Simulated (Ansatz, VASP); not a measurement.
**MgO: VASP beside Ansatz**

```
Mg O
1.0
     0.09472    2.28544    2.28544
     2.28544    0.09472    2.28544
     2.28544    2.28544    0.09472
Mg O
1 1
Cartesian
  0.0182 0.0182 0.0182
  1.1482 1.1482 1.1482
```

Change from the starting cell: epitaxial_111 strain -4.0%.

Alike in both runs: task single point; functional r2SCAN; k mesh 10 × 10 × 10; no spin polarisation.

|  | VASP | Ansatz |
| --- | --- | --- |
| version | VASP 6.6.1 | Ansatz 0.2.0 |
| potentials or method | VASP PAW PBE potentials, release 64 (Mg, O) | plane waves, PAW |
| plane-wave cutoff (eV) | 520 | 500 |
| occupations | gaussian, width 0.01 eV | fixed |
| valence electrons in the cell | 8 | 16 |

|  | VASP | Ansatz | Ansatz less VASP |
| --- | --- | --- | --- |
| gap on the k mesh at the Fermi level (eV) | 4.49 | 4.50 | +0.016 |
| pressure (GPa) | 7.8 | 8.2 | +0.44 |
| largest component of the traceless stress (GPa) | 4.18 | 4.10 | -0.076 |
| rms of the force components (eV/Å) | 0.003 | 0.001 | -0.0022 |

Atom by atom the forces differ by 0.002 eV/Å (rms over components). The two sets of potentials don't hold the same shells in valence.

Caveats: the PAW data sets were made with another functional, which shifts forces and pressure a little (VASP).
